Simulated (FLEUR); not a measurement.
# Al (Fm-3m) in FLEUR: notebook

The runs below take Al through band structure, equation of state, with PW91.

Program: FLEUR MaX-R8.1 (later development tree). These are calculated values, not measurements. Logs are shortened: lines on timing, memory, paths and dates and some standing lists are left out, and cuts for length are marked.

**Measured values to compare with.**

From “The interpretation of polycrystalline coherent inelastic neutron scattering from aluminium”, 2013, pmc:3831299, for a bulk crystal of Al: bulk modulus 76.9 GPa.

How close the calculation comes is told below.

### Step 1. The structure

Symmetry: Fm-3m, No. 225, cubic system. The conventional cell has a = 4.050 Å, b = 4.050 Å, c = 4.050 Å, α = 90.00°, β = 90.00°, γ = 90.00°. Al (site symmetry m-3m) has 12 Al at 2.86 Å as nearest neighbours.

### Step 2. Band structure, PW91

inp.xml

```xml
<?xml version="1.0" encoding="UTF-8" standalone="no"?>
<fleurInput fleurInputVersion="0.39">
   <comment>
      Al                                                                                                  
   </comment>
   <calculationSetup>
      <cutoffs Kmax="4.1" Gmax="12.7" GmaxXC="12.7" numbands="0"/>
      <scfLoop itmax="60" minDistance="0.00001" maxIterBroyd="15" imix="Anderson" alpha="0.05" precondParam="0.0" spinf="2.0" sdNocoIR="T"/>
      <coreElectrons ctail="T" frcor="F" kcrel="0" coretail_lmax="0"/>
      <xcFunctional name="pw91" relativisticCorrections="F"/>
      <magnetism jspins="1"/>
      <soc l_soc="F" theta="0.0" phi="0.0" spav="F"/>
      <expertModes spex="0" secvar="F"/>
      <geometryOptimization l_f="F" forcealpha="1.0" forcemix="BFGS" epsdisp="0.00001" epsforce="0.00001"/>
      <ldaU l_linMix="F" mixParam="0.05" spinf="1.0"/>
   </calculationSetup>
   <cell>
      <bzIntegration valenceElectrons="11.0" mode="hist" fermiSmearingEnergy="0.00183747">
         <kPointListSelection listName="default-1"/>
         <!-- k-points included here -->
         <xi:include xmlns:xi="http://www.w3.org/2001/XInclude" href="kpts.xml"> </xi:include>
      </bzIntegration>
      <!-- symmetry operations included here -->
      <xi:include xmlns:xi="http://www.w3.org/2001/XInclude" href="sym.xml"> </xi:include>
      <bulkLattice scale="1.0">
         <bravaisMatrix>
            <row-1>    0.0000000000000000     3.8263269057207032     3.8263269057207032</row-1>
            <row-2>    3.8263269057207032     0.0000000000000000     3.8263269057207032</row-2>
            <row-3>    3.8263269057207032     3.8263269057207032     0.0000000000000000</row-3>
         </bravaisMatrix>
      </bulkLattice>
   </cell>
   <atomSpecies>
      <species name="Aluminum (Al)" element="Al" atomicNumber="13">
         <mtSphere radius="2.51" gridPoints="829" logIncrement="0.014"/>
         <atomicCutoffs lmax="10" lnonsphr="8"/>
         <electronConfig flipSpins="F">
            <coreConfig>(1s1/2)</coreConfig>
            <valenceConfig>(2s1/2) (2p1/2) (2p3/2) (3s1/2) (3p1/2) (3p3/2)</valenceConfig>
            <stateOccupation state="(3p1/2)" spinUp="0.166667" spinDown="0.166667"/>
            <stateOccupation state="(3p3/2)" spinUp="0.333333" spinDown="0.333333"/>
         </electronConfig>
         <energyParameters s="3" p="3" d="3" f="4"/>
         <lo type="SCLO" l="0" n="2" eDeriv="0"/>
         <lo type="SCLO" l="1" n="2" eDeriv="0"/>
         <lo type="SCLO" l="2" n="3" eDeriv="2"/>
         <lo type="SCLO" l="3" n="4" eDeriv="2"/>
      </species>
   </atomSpecies>
   <atomGroups>
      <atomGroup species="Aluminum (Al)">
         <relPos label="                   1">.0000000000 .0000000000 .0000000000</relPos>
         <force calculate="T" relaxXYZ="TTT"/>
      </atomGroup>
   </atomGroups>
   <output dos="F" band="F" slice="F">
      <checks vchk="F" cdinf="F"/>
      <bandDOS minEnergy="-.5*Htr" maxEnergy="0.5*Htr" sigma="0.015" storeEVData="T"/>
      <vacuumDOS vacdos="F" integ="F" star="F" nstars="0" locx1="0.0" locy1="0.0" locx2="0.0" locy2="0.0" nstm="0" tworkf="0.0"/>
      <unfoldingBand unfoldBand="F" supercellX="1" supercellY="1" supercellZ="1"/>
      <plotting iplot="0" polar="F">
         <plot TwoD="T" vec1="  1.0  0.0  0.0" vec2="  0.0  1.0  0.0" vec3="  0.0  0.0  1.0" zero="  0.0  0.0  0.0" file="plot"/>
      </plotting>
      <chargeDensitySlicing numkpt="0" minEigenval="0.0" maxEigenval="0.0" nnne="0" pallst="F"/>
      <specialOutput eonly="F"/>
      <moessbauerParams electricFieldGradient="T" isomerShift="T" coreHyperfine="T" valenceHyperfine="T"/>
      <magneticCircularDichroism mcd="F" energyLo="-10.0" energyUp="0.0"/>
   </output>
  <!-- We include the file relax.xml here to enable relaxations (see documentation) -->
  <xi:include xmlns:xi="http://www.w3.org/2001/XInclude" href="relax.xml"> <xi:fallback/> </xi:include>
</fleurInput>
```

crystal.txt

```
Al
&input cartesian=F /
0.0000000000  2.0248050000  2.0248050000
2.0248050000  0.0000000000  2.0248050000
2.0248050000  2.0248050000  0.0000000000
1.8897261246
1.0 1.0 1.0

1
13 0.0000000000  0.0000000000  0.0000000000

&kpt div1=11 div2=11 div3=11 gamma=T /
```

inp.xml (bands)

```
<?xml version="1.0" encoding="UTF-8" standalone="no"?>
<fleurInput fleurInputVersion="0.39">
   <comment>
      Al                                                                                                  
   </comment>
   <calculationSetup>
      <cutoffs Kmax="4.1" Gmax="12.7" GmaxXC="12.7" numbands="0"/>
      <scfLoop itmax="60" minDistance="0.00001" maxIterBroyd="15" imix="Anderson" alpha="0.05" precondParam="0.0" spinf="2.0" sdNocoIR="T"/>
      <coreElectrons ctail="T" frcor="F" kcrel="0" coretail_lmax="0"/>
      <xcFunctional name="pw91" relativisticCorrections="F"/>
      <magnetism jspins="1"/>
      <soc l_soc="F" theta="0.0" phi="0.0" spav="F"/>
      <expertModes spex="0" secvar="F"/>
      <geometryOptimization l_f="F" forcealpha="1.0" forcemix="BFGS" epsdisp="0.00001" epsforce="0.00001"/>
      <ldaU l_linMix="F" mixParam="0.05" spinf="1.0"/>
   </calculationSetup>
   <cell>
      <bzIntegration valenceElectrons="11.0" mode="hist" fermiSmearingEnergy="0.00183747">
         <kPointListSelection listName="path-1"/>
         <!-- k-points included here -->
         <xi:include xmlns:xi="http://www.w3.org/2001/XInclude" href="kpts.xml"> </xi:include>
      </bzIntegration>
      <!-- symmetry operations included here -->
      <xi:include xmlns:xi="http://www.w3.org/2001/XInclude" href="sym.xml"> </xi:include>
      <bulkLattice scale="1.0">
         <bravaisMatrix>
            <row-1>    0.0000000000000000     3.8263269057207032     3.8263269057207032</row-1>
            <row-2>    3.8263269057207032     0.0000000000000000     3.8263269057207032</row-2>
            <row-3>    3.8263269057207032     3.8263269057207032     0.0000000000000000</row-3>
         </bravaisMatrix>
      </bulkLattice>
   </cell>
   <atomSpecies>
      <species name="Aluminum (Al)" element="Al" atomicNumber="13">
         <mtSphere radius="2.51" gridPoints="829" logIncrement="0.014"/>
         <atomicCutoffs lmax="10" lnonsphr="8"/>
         <electronConfig flipSpins="F">
            <coreConfig>(1s1/2)</coreConfig>
            <valenceConfig>(2s1/2) (2p1/2) (2p3/2) (3s1/2) (3p1/2) (3p3/2)</valenceConfig>
            <stateOccupation state="(3p1/2)" spinUp="0.166667" spinDown="0.166667"/>
            <stateOccupation state="(3p3/2)" spinUp="0.333333" spinDown="0.333333"/>
         </electronConfig>
         <energyParameters s="3" p="3" d="3" f="4"/>
         <lo type="SCLO" l="0" n="2" eDeriv="0"/>
         <lo type="SCLO" l="1" n="2" eDeriv="0"/>
         <lo type="SCLO" l="2" n="3" eDeriv="2"/>
         <lo type="SCLO" l="3" n="4" eDeriv="2"/>
      </species>
   </atomSpecies>
   <atomGroups>
      <atomGroup species="Aluminum (Al)">
         <relPos label="                   1">.0000000000 .0000000000 .0000000000</relPos>
         <force calculate="T" relaxXYZ="TTT"/>
      </atomGroup>
   </atomGroups>
   <output dos="F" band="T" slice="F">
      <checks vchk="F" cdinf="F"/>
      <bandDOS minEnergy="-.5*Htr" maxEnergy="0.5*Htr" sigma="0.015" storeEVData="T"/>
      <vacuumDOS vacdos="F" integ="F" star="F" nstars="0" locx1="0.0" locy1="0.0" locx2="0.0" locy2="0.0" nstm="0" tworkf="0.0"/>
      <unfoldingBand unfoldBand="F" supercellX="1" supercellY="1" supercellZ="1"/>
      <plotting iplot="0" polar="F">
         <plot TwoD="T" vec1="  1.0  0.0  0.0" vec2="  0.0  1.0  0.0" vec3="  0.0  0.0  1.0" zero="  0.0  0.0  0.0" file="plot"/>
      </plotting>
      <chargeDensitySlicing numkpt="0" minEigenval="0.0" maxEigenval="0.0" nnne="0" pallst="F"/>
      <specialOutput eonly="F"/>
      <moessbauerParams electricFieldGradient="T" isomerShift="T" coreHyperfine="T" valenceHyperfine="T"/>
      <magneticCircularDichroism mcd="F" energyLo="-10.0" energyUp="0.0"/>
   </output>
  <!-- We include the file relax.xml here to enable relaxations (see documentation) -->
  <xi:include xmlns:xi="http://www.w3.org/2001/XInclude" href="relax.xml"> <xi:fallback/> </xi:include>
</fleurInput>
```

Potentials or basis: all-electron, FLAPW.

Run with:

```bash
$ inpgen -f crystal.txt -profile fastHighL
$ # inp.xml edited to the form shown
$ fleur_MPI
$ fleur_MPI   # second run, on inp.xml (bands)
```

Log:

```text
Welcome to FLEUR        (www.flapw.de)
      MaX-Release 8.1          (www.max-centre.eu)

 ========== k-point set info ==========
 Selected k-point list: default-1
 k-point list type: mesh
 11 x 11 x 11
 Number of k points: 56

 ------------Calculation Setup---------------------------
 Number of MPI-tasks      :            1
 Number of PE/node        :            1
 Number of OMP-threads    :            1
 Most efficient MPI parallelization for:
           1           2           4           7           8          14          28          56
 Additional eigenvalue parallelization possible
 Number of basis functions:          166
 Approximate size of matrices (H+S) per k-point:         0.000 GB
 --------------------------------------------------------
 Iteration:     1   Distance:       3.74165263 me/bohr^3
 Iteration:     2   Distance:       3.53723031 me/bohr^3
 Iteration:     3   Distance:       1.07692604 me/bohr^3
 Iteration:     4   Distance:       0.20358349 me/bohr^3
 Iteration:     5   Distance:       0.09237446 me/bohr^3
 Iteration:     6   Distance:       0.01888686 me/bohr^3
 Iteration:     7   Distance:       0.00685679 me/bohr^3
 Iteration:     8   Distance:       0.00081120 me/bohr^3
 Iteration:     9   Distance:       0.00014299 me/bohr^3
 Iteration:    10   Distance:       0.00000608 me/bohr^3

 ********************************************************************
 Run finished successfully
 Stop message:
   all done
 ********************************************************************
```

output (bands):

```text
Welcome to FLEUR        (www.flapw.de)
      MaX-Release 8.1          (www.max-centre.eu)

 ========== k-point set info ==========
 Selected k-point list: path-1
 k-point list type: path
 Number of k points: 60

 ------------Calculation Setup---------------------------
 Number of MPI-tasks      :            1
 Number of PE/node        :            1
 Number of OMP-threads    :            1
 Most efficient MPI parallelization for:
           1           2           3           4           5           6          10          12          15          20          30          60
 Additional eigenvalue parallelization possible
 Number of basis functions:          166
 Approximate size of matrices (H+S) per k-point:         0.000 GB
 --------------------------------------------------------
 Fermi energy correction for metals:
 Fermi energy in bands.* files may not be consistent with last density.
 Please correct it manually (e.g. in band.gnu file).

 Note: Band structure data (together with different weights) is also stored in the banddos.hdf file.
       A convenient way of extracting and plotting the data from that file is by making use of the

 ********************************************************************
 Run finished successfully
 Stop message:
   Charge density postprocessing done.
 ********************************************************************
```

out.xml (last iteration):

```text
<iteration numberForCurrentRun="   10" overallNumber="   10">
         <energyParameters units="Htr">
            <atomicEP atomType="1" spin="1" branch="3s" branchLowest="-3.52" branchHighest="0.91" value="0.0738663624"/>
            <atomicEP atomType="1" spin="1" branch="3p" branchLowest="-2.11" branchHighest="1.31" value="0.2355495691"/>
            <atomicEP atomType="1" spin="1" branch="3d" branchLowest="-9.99" branchHighest="1.69" value="0.4175695750"/>
            <atomicEP atomType="1" spin="1" branch="4f" branchLowest="-9.99" branchHighest="3.23" value="0.5867589661"/>
            <loAtomicEP atomType="1" spin="1" branch="2s" branchLowest="-55.10" branchHighest="-3.52" value="-3.5239491563"/>
            <loAtomicEP atomType="1" spin="1" branch="2p" branchLowest="-9.99" branchHighest="-2.11" value="-2.1112544170"/>
            <loAtomicEP atomType="1" spin="1" branch="3d" branchLowest="-9.99" branchHighest="1.69" value="0.4175691902"/>
            <loAtomicEP atomType="1" spin="1" branch="4f" branchLowest="-9.99" branchHighest="3.23" value="0.5867614193"/>
         </energyParameters>
         <eigenvalues>
            <eigenvaluesAt spin="1" ikpt="1" k_x="0.00000000" k_y="0.00000000" k_z="0.00000000">
                      -3.5240456123       -2.1108705672       -2.1108705672       -2.1108705672       -0.1275284568
                       0.7413735793        0.7413735793        0.7413735793        0.7958405306
            </eigenvaluesAt>
            <eigenvaluesAt spin="1" ikpt="2" k_x="0.00000000" k_y="0.00000000" k_z="0.09090909">
                      -3.5240378592       -2.1109337080       -2.1108805011       -2.1108805011       -0.1193076955
                       0.6345368400        0.7178087476        0.7178087476        0.8212414207
            </eigenvaluesAt>
            <eigenvaluesAt spin="1" ikpt="3" k_x="0.00000000" k_y="0.00000000" k_z="0.18181818">
                      -3.5240172000       -2.1111029491       -2.1109071253       -2.1109071253       -0.0947295900
                       0.5008104217        0.6909161388        0.6909161388        0.8134230961
            </eigenvaluesAt>
            <eigenvaluesAt spin="1" ikpt="4" k_x="0.00000000" k_y="0.00000000" k_z="0.27272727">
                      -3.5239902733       -2.1113242930       -2.1109420157       -2.1109420157       -0.0540345093
                       0.3751358532        0.6758971948        0.6758971948        0.8047478200
            </eigenvaluesAt>
         </eigenvalues>
         <bandgap value="0.2491157270" units="eV"/>
         <sumValenceSingleParticleEnergies value="-19.3615806488" units="Htr"/>
         <FermiEnergy value="0.2803335013" units="Htr"/>
         <valenceDensity>
            <mtCharges spin="1">
               <mtCharge atomType="1" total="9.8362753" s="2.8240706" p="6.8290512" d="0.1705577" f="0.0116383"/>
            </mtCharges>
            <spinDependentCharge spin="1" total="11.0000000" interstitial="1.1637247" mtSpheres="9.8362753"/>
            <totalCharge value="11.0000000000"/>
         </valenceDensity>
         <coreStates atomType="     1" atomicNumber=" 13" spin="1" kinEnergy="    159.3029935775" eigValSum="   -110.2026142469" lostElectrons=" 0.000000">
            <state n="1" l="0" j="0.5" energy="-55.1013071235" weight="1.0000000000"/>
         </coreStates>
         <allElectronCharges>
            <spinDependentCharge spin="1" total="13.0000000" interstitial="1.1637247" mtSpheres="11.8362753"/>
            <totalCharge value="13.0000000001"/>
         </allElectronCharges>
         <moessbauerParams unitsHFF="kG" unitsIS="e/bohr^3" unitsEFG="Htr/bohr^2">
            <coreIsomerShift atomType="1" isTotal="1403.42542">
               <shell n="1" l="0" isomerShift="1403.42542"/>
            </coreIsomerShift>
            <isomerShift atomType="1" nucleusRadius="0.0000708" averageDensity="1502.70443"/>
            <electricFieldGradient atomType="1" VXX="0.00000" VYY="0.00000" VZZ="0.00000" asymParam="0.00000">
            </electricFieldGradient>
         </moessbauerParams>
         <totalEnergy                                    value="     -242.9382969638" units="Htr">
            <sumOfEigenvalues                            value="     -129.5641948957">
               <coreElectrons value="-110.2026142469"/>
               <valenceElectrons value="-19.3615806488"/>
            </sumOfEigenvalues>
            <densityCoulombPotentialIntegral value="-348.7480768994"/>
            <densityEffectivePotentialIntegral value="-372.9575796443"/>
            <chargeDenXCDenIntegral value="-18.7570843390"/>
            <FockExchangeEnergyValence value="0.0000000000"/>
            <FockExchangeEnergyCore value="0.0000000000"/>
            <atomTypeDependentContributions atomType="1">
               <electronNucleiInteractionDifferentMTs value="288.5868451248"/>
               <MadelungTerm value="-4.6137137988"/>
            </atomTypeDependentContributions>
            <tkbTimesEntropy value="0.0001434900"/>
            <freeEnergy value="-242.9384404538"/>
            <extrapolationTo0K value="-242.9383687088"/>
         </totalEnergy>
         <densityConvergence units="me/bohr^3">
            <chargeDensity spin="1" distance="0.0000060780"/>
         </densityConvergence>
      </iteration>
```

Run time: 8.8 s. Hardware: 1 thread of Arm Neoverse V1, shared host; peak memory 0.06 GiB.

Results:

```yaml
Free_energy: -6610.6917 eV
Band_gap_along_the_path: none (metal or under the smearing width)
Valence_electrons_inside_the_program's_atomic_spheres: Al 9.84 (radii Al 2.51 bohr)
```

Levels at the corners of the path, in eV from the Fermi level:
```tsv
point	band 5	band 6	band 7	band 8	band 9
Γ	-11.10	12.55	12.55	12.55	14.03
X	-2.93	-1.61	5.25	5.53	5.53
W	-0.86	-0.86	0.20	1.02	15.74
K	-1.89	-1.35	-0.43	6.50	8.17
Γ	-11.10	12.55	12.55	12.55	14.03
L	-4.56	-4.40	11.30	11.30	11.42
U	-1.89	-1.35	-0.43	6.50	8.17
W	-0.86	-0.86	0.20	1.02	15.74
L	-4.56	-4.40	11.30	11.30	11.42
K	-1.89	-1.35	-0.43	6.50	8.17
U	-1.89	-1.35	-0.43	6.50	8.17
X	-2.93	-1.61	5.25	5.53	5.53
```

Core levels (eV from the Fermi level):
```tsv
atom	levels
1 Al	1s1/2 -1507.0
```

### Step 3. Equation of state, PW91, 15.61 Å³/atom (volume scaled by 0.94)

inp.xml: that of step 2 with these lines changed.

```diff
@@ -24,3 +24,3 @@
       <xi:include xmlns:xi="http://www.w3.org/2001/XInclude" href="sym.xml"> </xi:include>
-      <bulkLattice scale="1.0">
+      <bulkLattice scale="0.9795861087">
          <bravaisMatrix>
@@ -34,3 +34,3 @@
       <species name="Aluminum (Al)" element="Al" atomicNumber="13">
-         <mtSphere radius="2.51" gridPoints="829" logIncrement="0.014"/>
+         <mtSphere radius="2.45" gridPoints="829" logIncrement="0.014"/>
          <atomicCutoffs lmax="10" lnonsphr="8"/>
```

Potentials or basis: all-electron, FLAPW.

Run with:

```bash
$ inpgen -f crystal.txt -profile fastHighL
$ # inp.xml edited to the form shown
$ fleur_MPI
```

Run time: 7.2 s. Hardware: 1 thread of Arm Neoverse V1, shared host; peak memory 0.08 GiB.

Results (log left out):

```yaml
Free_energy: -6610.6762 eV
Band_gap_on_the_k_mesh: none (metal or under the smearing width)
Valence_electrons_inside_the_program's_atomic_spheres: Al 9.79 (radii Al 2.45 bohr)
```

### Step 4. Equation of state, PW91, 15.94 Å³/atom (volume scaled by 0.96)

inp.xml: that of step 3 with these lines changed.

```diff
@@ -24,3 +24,3 @@
       <xi:include xmlns:xi="http://www.w3.org/2001/XInclude" href="sym.xml"> </xi:include>
-      <bulkLattice scale="0.9795861087">
+      <bulkLattice scale="0.9864848297">
          <bravaisMatrix>
```

Run with:

```bash
$ inpgen -f crystal.txt -profile fastHighL
$ # inp.xml edited to the form shown
$ fleur_MPI
```

Run time: 7.3 s. Hardware: 1 thread of Arm Neoverse V1, shared host; peak memory 0.09 GiB.

Results (log left out):

* Free energy: -6610.6852 eV
* Band gap on the k mesh: none (metal or under the smearing width)
* Valence electrons inside the program's atomic spheres: Al 9.76 (radii Al 2.45 bohr)

[end of part 1 of 2]
